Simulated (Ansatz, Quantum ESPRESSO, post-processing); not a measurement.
# RbCl(001): dielectric constant from slabs in a field, part 3 of 5

Wanted: electronic and ionic screening from finite-field slabs, the first being RbCl(001), 5 layers.

Quantum ESPRESSO 7.5; plane-wave DFT, LDA, GBRV ultrasoft pseudopotentials; geometry by Ansatz 0.2.0 with PAW datasets.

So far. Step 3 (SCF with pw.x, 5 layers: no field): The run needed 10 iterations to bring the estimated error under 1e-10 Ry; the largest force on any atom, held or free, is 0.16 eV/Å. Step 4 (Electrostatic potential, 5 layers): The vacuum is flat to 0.1 meV/Å, so its level is well defined. Inside the slab the curve depends on the local part of the pseudopotentials; only the vacuum level has a meaning of its own.

## (5) Ground state, 5 layers: field 0.1 V/Å

With the ions clamped, only the electrons screen the field of 0.1 V/Å.

n5.f1.in

```
&control
  prefix = 'n5.f1'
  outdir = './out'
  pseudo_dir = './pseudo'
  calculation = 'scf'
  tprnfor = .true.
  tefield = .true.
  dipfield = .true.
/
&system
  ibrav = 0
  nat = 10
  ntyp = 2
  ecutwfc = 40
  ecutrho = 200
  occupations = 'fixed'
  edir = 3
  emaxpos = 0.97
  eopreg = 0.04
  eamp = 0.00194469
/
&electrons
  conv_thr = 1e-10
  mixing_beta = 0.5
  electron_maxstep = 120
/
ATOMIC_SPECIES
  Rb  85.4678  rb_lda_v1.uspp.F.UPF
  Cl  35.4500  cl_lda_v1.4.uspp.F.UPF
CELL_PARAMETERS angstrom
  4.72347329830000 0.00000000000000 0.00000000000000
  0.00000000000000 4.72347329830000 0.00000000000000
  0.00000000000000 0.00000000000000 29.36000000000000
ATOMIC_POSITIONS crystal
  Rb  0.000000000000 0.000000000000 0.272939617544
  Cl  0.500000000000 0.500000000000 0.272148555546
  Rb  0.500000000000 0.500000000000 0.385694757710
  Cl  -0.000000000000 0.000000000000 0.385742894235
  Rb  -0.000000000000 0.000000000000 0.499999999138
  Cl  0.500000000000 0.500000000000 0.499999997873
  Rb  0.500000000000 0.500000000000 0.614305236596
  Cl  -0.000000000000 0.000000000000 0.614257114872
  Rb  -0.000000000000 0.000000000000 0.727060379943
  Cl  0.500000000000 0.500000000000 0.727851446542
K_POINTS automatic
  4 4 1 0 0 0
```

The run is started by

```
$ OMP_NUM_THREADS=1 mpirun -n 8 pw.x -nk 1 -in n5.f1.in > n5.f1.out
```

The log of the run:

```text
[banner, memory and clock lines left out]
Program PWSCF v.7.5 starts
[citation notice left out]

[...]
bravais-lattice index     =            0
     lattice parameter (alat)  =       8.9261  a.u.
     unit-cell volume          =    4420.5426 (a.u.)^3
     number of atoms/cell      =           10
     number of atomic types    =            2
     number of electrons       =        80.00
     number of Kohn-Sham states=           40
     kinetic-energy cutoff     =      40.0000  Ry
     charge density cutoff     =     200.0000  Ry
     scf convergence threshold =      1.0E-10
     mixing beta               =       0.5000
     number of iterations used =            8  plain     mixing
     Exchange-correlation=  SLA  PZ   NOGX NOGC
                           (   1   1   0   0   0   0   0)

[...]
PseudoPot. # 1 for Rb read from file:
     ./pseudo/rb_lda_v1.uspp.F.UPF
     Pseudo is Ultrasoft + core correction, Zval =  9.0
     Generated by new atomic code, or converted to UPF format
     Using radial grid of  881 points,  6 beta functions with:
                l(1) =   0
                l(2) =   0
                l(3) =   1
                l(4) =   1
                l(5) =   2
                l(6) =   2
     Q(r) pseudized with  8 coefficients,  rinner =    1.900   1.900   1.900
                                                       1.900   1.900

     PseudoPot. # 2 for Cl read from file:
     ./pseudo/cl_lda_v1.4.uspp.F.UPF
     Pseudo is Ultrasoft + core correction, Zval =  7.0
     Generated by new atomic code, or converted to UPF format
     Using radial grid of  909 points,  6 beta functions with:
                l(1) =   0
                l(2) =   0
                l(3) =   1
                l(4) =   1
                l(5) =   2
                l(6) =   2
     Q(r) pseudized with  8 coefficients,  rinner =    1.300   1.300   1.300
                                                       1.300   1.300

     atomic species   valence    mass     pseudopotential
     Rb                9.00    85.46780     Rb( 1.00)
     Cl                7.00    35.45000     Cl( 1.00)

     No symmetry found

[...]
number of k points=    10
[...]
Dense  grid:   211097 G-vectors     FFT dimensions: (  45,  45, 250)

     Smooth grid:   150923 G-vectors     FFT dimensions: (  36,  36, 225)

     Initial potential from superposition of free atoms

     starting charge      77.4781, renormalised to      80.0000

     negative rho (up, down):  4.065E-01 0.000E+00

     Adding external electric field

     Computed dipole along edir(3) :
        Dipole               -0.0000 Ry au,         -0.0000 Debye
        Dipole field         -0.0000 Ry au,

        E field amplitude [Ha a.u.]:  1.9447E-03
        Potential amp.        0.2072 Ry
        Total length         53.2631 bohr

     Starting wfcs are   70 randomized atomic wfcs

     per-process dynamical memory:    46.7 Mb

     Self-consistent Calculation

     iteration #  1     ecut=    40.00 Ry     beta= 0.50
     Davidson diagonalization with overlap
     ethr =  1.00E-02,  avg # of iterations =  1.0

     Threshold (ethr) on eigenvalues was too large:
     Diagonalizing with lowered threshold

     Davidson diagonalization with overlap
     ethr =  4.81E-04,  avg # of iterations =  1.0

     negative rho (up, down):  3.944E-01 0.000E+00

     Adding external electric field

     Computed dipole along edir(3) :
        Dipole                0.2558 Ry au,          0.6502 Debye
        Dipole field          0.0007 Ry au,

        E field amplitude [Ha a.u.]:  1.9447E-03
        Potential amp.        0.1297 Ry
        Total length         53.2631 bohr

     total energy              =    -434.06981922 Ry
     estimated scf accuracy    <       0.40100820 Ry

     iteration #  2     ecut=    40.00 Ry     beta= 0.50
[...]
negative rho (up, down):  3.934E-01 0.000E+00

[...]
Dipole                0.2146 Ry au,          0.5454 Debye
[...]
E field amplitude [Ha a.u.]:  1.9447E-03
[...]
total energy              =    -434.13658382 Ry
     estimated scf accuracy    <       0.03518824 Ry

     iteration #  3     ecut=    40.00 Ry     beta= 0.50
[...]
negative rho (up, down):  3.939E-01 0.000E+00

[...]
Dipole                0.2237 Ry au,          0.5686 Debye
[...]
E field amplitude [Ha a.u.]:  1.9447E-03
[...]
total energy              =    -434.13910259 Ry
     estimated scf accuracy    <       0.00374766 Ry

     iteration #  4     ecut=    40.00 Ry     beta= 0.50
[...]
negative rho (up, down):  3.931E-01 0.000E+00

[...]
Dipole                0.2285 Ry au,          0.5809 Debye
[...]
E field amplitude [Ha a.u.]:  1.9447E-03
[...]
total energy              =    -434.13935024 Ry
     estimated scf accuracy    <       0.00031978 Ry

     iteration #  5     ecut=    40.00 Ry     beta= 0.50
[...]
negative rho (up, down):  3.926E-01 0.000E+00

[...]
Dipole                0.2267 Ry au,          0.5763 Debye
[...]
E field amplitude [Ha a.u.]:  1.9447E-03
[...]
total energy              =    -434.13938987 Ry
     estimated scf accuracy    <       0.00000874 Ry

     iteration #  6     ecut=    40.00 Ry     beta= 0.50
[...]
negative rho (up, down):  3.921E-01 0.000E+00

[...]
Dipole                0.2264 Ry au,          0.5755 Debye
[...]
E field amplitude [Ha a.u.]:  1.9447E-03
[...]
total energy              =    -434.13939666 Ry
     estimated scf accuracy    <       0.00000051 Ry

     iteration #  7     ecut=    40.00 Ry     beta= 0.50
[...]
negative rho (up, down):  3.919E-01 0.000E+00

[...]
Dipole                0.2267 Ry au,          0.5762 Debye
[...]
E field amplitude [Ha a.u.]:  1.9447E-03
[...]
total energy              =    -434.13939676 Ry
     estimated scf accuracy    <       0.00000034 Ry

     iteration #  8     ecut=    40.00 Ry     beta= 0.50
[...]
negative rho (up, down):  3.919E-01 0.000E+00

[...]
Dipole                0.2267 Ry au,          0.5761 Debye
[...]
E field amplitude [Ha a.u.]:  1.9447E-03
[...]
total energy              =    -434.13939685 Ry
     estimated scf accuracy    <          7.0E-09 Ry

     iteration #  9     ecut=    40.00 Ry     beta= 0.50
[...]
negative rho (up, down):  3.919E-01 0.000E+00

[...]
Dipole                0.2267 Ry au,          0.5761 Debye
[...]
E field amplitude [Ha a.u.]:  1.9447E-03
[...]
total energy              =    -434.13939685 Ry
     estimated scf accuracy    <          1.3E-10 Ry

     iteration # 10     ecut=    40.00 Ry     beta= 0.50
[...]
negative rho (up, down):  3.919E-01 0.000E+00

[...]
Dipole                0.2267 Ry au,          0.5761 Debye
[...]
E field amplitude [Ha a.u.]:  1.9447E-03
[...]
End of self-consistent calculation

          k = 0.0000 0.0000 0.0000 ( 18839 PWs)   bands (ev):

   -26.8958 -26.5061 -26.3969 -26.3372 -26.2197 -14.4695 -14.3809 -14.2969
   -14.1804 -13.8170 -11.0607 -10.9580 -10.9580 -10.6488 -10.6131 -10.6131
   -10.5387 -10.4946 -10.4946 -10.4709 -10.4036 -10.4036 -10.3149 -10.3149
   -10.3058  -3.0076  -2.8901  -2.7371  -2.6694  -2.6694  -2.6034  -2.6034
    -2.5936  -2.4902  -2.4902  -2.3623  -2.3623  -2.1993  -2.0494  -2.0494

          k = 0.0000 0.2500 0.0000 ( 18832 PWs)   bands (ev):

   -26.8936 -26.5037 -26.3946 -26.3349 -26.2175 -14.4912 -14.4085 -14.3201
   -14.2036 -13.8443 -11.0501 -10.9422 -10.9281 -10.6312 -10.5954 -10.5874
   -10.5296 -10.4790 -10.4705 -10.4688 -10.3856 -10.3723 -10.3121 -10.3030
   -10.2941  -3.0997  -3.0822  -2.9225  -2.8383  -2.7921  -2.7864  -2.7372
    -2.7220  -2.6620  -2.6159  -2.5803  -2.4903  -2.3552  -2.1890  -2.1784

[...]
highest occupied level (ev):    -2.0494

!    total energy              =    -434.13939685 Ry
     estimated scf accuracy    <          2.2E-11 Ry

     The total energy is the sum of the following terms:
     one-electron contribution =   -1918.74694096 Ry
     hartree contribution      =     975.24308611 Ry
     xc contribution           =    -112.28547230 Ry
     ewald contribution        =     621.65066583 Ry
     electric field correction =      -0.00073553 Ry

     convergence has been achieved in  10 iterations

     negative rho (up, down):  3.919E-01 0.000E+00

     Forces acting on atoms (cartesian axes, Ry/au):

     atom    1 type  1   force =    -0.00000001   -0.00000001    0.00818835
     atom    2 type  2   force =     0.00000002    0.00000002    0.00439813
     atom    3 type  1   force =    -0.00000000   -0.00000002    0.00162677
     atom    4 type  2   force =     0.00000001    0.00000001   -0.00228259
     atom    5 type  1   force =    -0.00000003    0.00000004    0.00191931
     atom    6 type  2   force =     0.00000001   -0.00000000   -0.00191786
     atom    7 type  1   force =     0.00000002   -0.00000003    0.00219950
     atom    8 type  2   force =    -0.00000001   -0.00000001   -0.00155684
     atom    9 type  1   force =     0.00000002    0.00000002   -0.00442799
     atom   10 type  2   force =    -0.00000002   -0.00000001   -0.00814678

     Total force =     0.013959     Total SCF correction =     0.000008

[...]
```

Run time: 26 s. Hardware: 8 MPI ranks of Arm Neoverse V2, shared host; peak memory 1.1 GiB; 3.5 min of CPU time.

Read from the output:

- free energy: -5906.7674 eV
- dipole along the normal: 0.1199 e·Å
- valence top, on the run's zero: -2.049 eV

## (6) Electrostatic potential, 5 layers

n5.f1.pot.in

```
&inputpp
  prefix = 'n5.f1'
  outdir = './out'
  filplot = 'n5.f1.pot.dat'
  plot_num = 11
/
```

The run is started by

```
$ OMP_NUM_THREADS=1 mpirun -n 8 pp.x -in n5.f1.pot.in > n5.f1.pot.out
```

Run time: 1 s. Hardware: 8 MPI ranks; peak memory 0.13 GiB; 7.7 s of CPU time.

This step gave:

```
slope of the potential above                                          : 0.1000 eV/Å
upper vacuum line continued to the top atoms, over the valence top    : 6.157 eV
slope of the potential below                                          : 0.09998 eV/Å
lower vacuum line continued to the bottom atoms, over the valence top : 5.792 eV
```

The slope in the vacuum is 0.100 eV/Å for an applied 0.10 V/Å, as it should be.

Each curve counts from the valence top of its own run.

The runs together. Potential energy against z:

| z (Å) | potential at 0.0 V/Å (eV) | potential at 0.1 V/Å (eV) |
| --- | --- | --- |
| 0 | 6.25 | 5.48 |
| 1 | 6.25 | 5.09 |
| 2 | 6.25 | 5.19 |
| 3 | 6.25 | 5.29 |
| 4 | 6.25 | 5.39 |
| 5 | 6.25 | 5.49 |
| 6 | 6.18 | 5.51 |
| 7 | 4.58 | 3.99 |
| 8 | -11.1 | -11.7 |
| 9 | 4.58 | 4.04 |
| 10 | 5.68 | 5.22 |
| 11 | -6.56 | -6.99 |
| 12 | 1.30 | 0.893 |
| 13 | 5.96 | 5.61 |
| 14 | 1.37 | 1.07 |
| 15 | -6.66 | -6.94 |
| 16 | 5.67 | 5.44 |
| 17 | 4.79 | 4.62 |
| 18 | -11.0 | -11.1 |
| 19 | 4.40 | 4.29 |
| 20 | 5.73 | 5.68 |
| 21 | -5.75 | -5.76 |
| 22 | 0.708 | 0.724 |
| 23 | 6.03 | 6.11 |
| 24 | 6.24 | 6.41 |
| 25 | 6.25 | 6.52 |
| 26 | 6.25 | 6.62 |
| 27 | 6.25 | 6.72 |
| 28 | 6.25 | 6.82 |
| 29 | 6.25 | 6.05 |

## (7) Clamped-ion dielectric constant from the field inside the slab, 5 layers

Read from the output:

```
change of slope in the vacuum : 0.09999 eV/Å
polarisability a cell         : 17.27 Å³
sheet polarisability 4πα/A    : 9.728 Å
change of slope inside        : 0.04256 eV/Å
dielectric constant           : 2.350
```

Running mean over one layer period, set to zero at the slab's centre. Table of change of the potential energy, second field less first by z:

z (Å), change of the potential energy, second field less first (eV) and a bar from the least value:
```
        0     -0.172 ############
        1     -0.647 ###
        2     -0.781 
        3     -0.681 ##
        4     -0.581 ####
        5     -0.483 ######
        6     -0.395 ########
        7     -0.329 #########
        8     -0.282 ##########
        9     -0.240 ###########
       10     -0.198 ############
       11     -0.156 ############
       12     -0.114 #############
       13     -0.071 ##############
       14     -0.029 ###############
       15      0.014 ################
       16      0.056 #################
       17      0.099 #################
       18      0.141 ##################
       19      0.183 ###################
       20      0.225 ####################
       21      0.267 #####################
       22      0.311 ######################
       23      0.370 #######################
       24      0.451 ########################
       25      0.547 ##########################
       26      0.646 ############################
       27      0.737 ##############################
       28      0.491 #########################
       29      0.004 ################
```

ε = 0.1000 / 0.0426 = 2.35.

## (8) Relaxing the ions, 5 layers: ions relaxed in a field of 0.0 V/Å

For the ionic share, the slab is first relaxed tightly without a field, by the same code.

n5.r0.in is the input of step 5 with these lines changed:

```diff
@@ -1,9 +1,11 @@
 &control
-  prefix = 'n5.f1'
+  prefix = 'n5.r0'
   outdir = './out'
   pseudo_dir = './pseudo'
-  calculation = 'scf'
-  tprnfor = .true.
+  nstep = 30
+  forc_conv_thr = 5e-05
+  calculation = 'relax'
   tefield = .true.
   dipfield = .true.
+  etot_conv_thr = 1e-07
 /
@@ -19,3 +21,3 @@
   eopreg = 0.04
-  eamp = 0.00194469
+  eamp = 0.0
 /
@@ -25,2 +27,4 @@
   electron_maxstep = 120
+/
+&ions
 /
```

The run is started by

```
$ OMP_NUM_THREADS=1 mpirun -n 8 pw.x -nk 1 -in n5.r0.in > n5.r0.out
```

The log of the run:

```text
[banner, memory and clock lines left out]
Program PWSCF v.7.5 starts

          URL

     Presently no symmetry can be used with electric field

     bravais-lattice index     =            0
     lattice parameter (alat)  =       8.9261  a.u.
     unit-cell volume          =    4420.5426 (a.u.)^3
     number of atoms/cell      =           10
     number of atomic types    =            2
     number of electrons       =        80.00
     number of Kohn-Sham states=           40
     kinetic-energy cutoff     =      40.0000  Ry
     charge density cutoff     =     200.0000  Ry
     scf convergence threshold =      1.0E-10
     mixing beta               =       0.5000
     number of iterations used =            8  plain     mixing
     energy convergence thresh.=      1.0E-07
     force convergence thresh. =      5.0E-05
     Exchange-correlation=  SLA  PZ   NOGX NOGC
                           (   1   1   0   0   0   0   0)
     nstep                     =           30

     celldm(1)=   8.926071  celldm(2)=   0.000000  celldm(3)=   0.000000
     celldm(4)=   0.000000  celldm(5)=   0.000000  celldm(6)=   0.000000

     crystal axes: (cart. coord. in units of alat)
               a(1) = (   1.000000   0.000000   0.000000 )
               a(2) = (   0.000000   1.000000   0.000000 )
               a(3) = (   0.000000   0.000000   6.215765 )

     reciprocal axes: (cart. coord. in units 2 pi/alat)
               b(1) = (  1.000000  0.000000  0.000000 )
               b(2) = (  0.000000  1.000000  0.000000 )
               b(3) = (  0.000000  0.000000  0.160881 )

     PseudoPot. # 1 for Rb read from file:
     ./pseudo/rb_lda_v1.uspp.F.UPF
     Pseudo is Ultrasoft + core correction, Zval =  9.0
     Generated by new atomic code, or converted to UPF format
     Using radial grid of  881 points,  6 beta functions with:
                l(1) =   0
                l(2) =   0
                l(3) =   1
                l(4) =   1
                l(5) =   2
                l(6) =   2
     Q(r) pseudized with  8 coefficients,  rinner =    1.900   1.900   1.900
                                                       1.900   1.900

     PseudoPot. # 2 for Cl read from file:
     ./pseudo/cl_lda_v1.4.uspp.F.UPF
     Pseudo is Ultrasoft + core correction, Zval =  7.0
     Generated by new atomic code, or converted to UPF format
     Using radial grid of  909 points,  6 beta functions with:
                l(1) =   0
                l(2) =   0
                l(3) =   1
                l(4) =   1
                l(5) =   2
                l(6) =   2
     Q(r) pseudized with  8 coefficients,  rinner =    1.300   1.300   1.300
                                                       1.300   1.300

     atomic species   valence    mass     pseudopotential
[...]
Rb               0.4999999975        0.4999997473        0.6074658063
Cl              -0.0000000048       -0.0000002571        0.6076860264
Rb              -0.0000000941       -0.0000000026        0.7139815347
Cl               0.4999998829        0.4999999971        0.7144093423

     XML data file
     NEW-OLD atomic charge density approx. for the potential

     negative rho (up, down):  3.947E-01 0.000E+00

     Adding external electric field

     Computed dipole along edir(3) :
        Dipole               -0.0000 Ry au,         -0.0000 Debye
        Dipole field         -0.0000 Ry au,

        Potential amp.        0.0000 Ry
        Total length         53.2631 bohr

     per-process dynamical memory:    59.9 Mb

     Self-consistent Calculation

     iteration #  1     ecut=    40.00 Ry     beta= 0.50
     Davidson diagonalization with overlap
     ethr =  1.00E-06,  avg # of iterations =  4.0

     Threshold (ethr) on eigenvalues was too large:
     Diagonalizing with lowered threshold

     Davidson diagonalization with overlap
     ethr =  2.79E-09,  avg # of iterations =  5.1

     negative rho (up, down):  3.947E-01 0.000E+00

     Adding external electric field

     Computed dipole along edir(3) :
        Dipole               -0.0000 Ry au,         -0.0000 Debye
        Dipole field         -0.0000 Ry au,

        Potential amp.        0.0000 Ry
        Total length         53.2631 bohr

     total energy              =    -434.14948098 Ry
     estimated scf accuracy    <       0.00000327 Ry

     iteration #  2     ecut=    40.00 Ry     beta= 0.50
     Davidson diagonalization with overlap
     ethr =  4.09E-09,  avg # of iterations =  3.0

     negative rho (up, down):  3.947E-01 0.000E+00

     Adding external electric field

     Computed dipole along edir(3) :
        Dipole               -0.0000 Ry au,         -0.0000 Debye
        Dipole field         -0.0000 Ry au,

        Potential amp.        0.0000 Ry
        Total length         53.2631 bohr

     total energy              =    -434.14948193 Ry
     estimated scf accuracy    <       0.00000050 Ry

     iteration #  3     ecut=    40.00 Ry     beta= 0.50
     Davidson diagonalization with overlap
     ethr =  6.21E-10,  avg # of iterations =  2.0

     negative rho (up, down):  3.947E-01 0.000E+00

     Adding external electric field

     Computed dipole along edir(3) :
        Dipole               -0.0000 Ry au,         -0.0000 Debye
        Dipole field         -0.0000 Ry au,

        Potential amp.        0.0000 Ry
        Total length         53.2631 bohr

     total energy              =    -434.14948203 Ry
     estimated scf accuracy    <       0.00000004 Ry

     iteration #  4     ecut=    40.00 Ry     beta= 0.50
     Davidson diagonalization with overlap
     ethr =  4.59E-11,  avg # of iterations =  3.0

     negative rho (up, down):  3.947E-01 0.000E+00

     Adding external electric field

     Computed dipole along edir(3) :
        Dipole               -0.0000 Ry au,         -0.0000 Debye
        Dipole field         -0.0000 Ry au,

        Potential amp.        0.0000 Ry
        Total length         53.2631 bohr

     total energy              =    -434.14948204 Ry
     estimated scf accuracy    <       0.00000002 Ry

     iteration #  5     ecut=    40.00 Ry     beta= 0.50
     Davidson diagonalization with overlap
[key lines of the parts left out:]
convergence has been achieved in   7 iterations
```

Wall time 10 min (8 MPI ranks); peak memory 1.3 GiB.

The run ended without convergence.

The SCF cycles converged, but the relaxation ran out of steps (nstep) before the forces met their threshold.

(Part 3 of 5 ends here.)

[Logs are printed without paths, hosts, clocks, repeated set-up lines and the standing remarks that a program may print on its own settings, such as how far it seeks lower states.]

[Hosts, paths, dates, database ids (printed as entryN), source tags and the programs' standing remarks are cut or masked in the printed files.]

[Maps of the electrostatic potential energy from Ansatz leave out the sawtooth potential of an applied field or a dipole correction, so their vacuum need not be flat; planar profiles and work functions include it.]
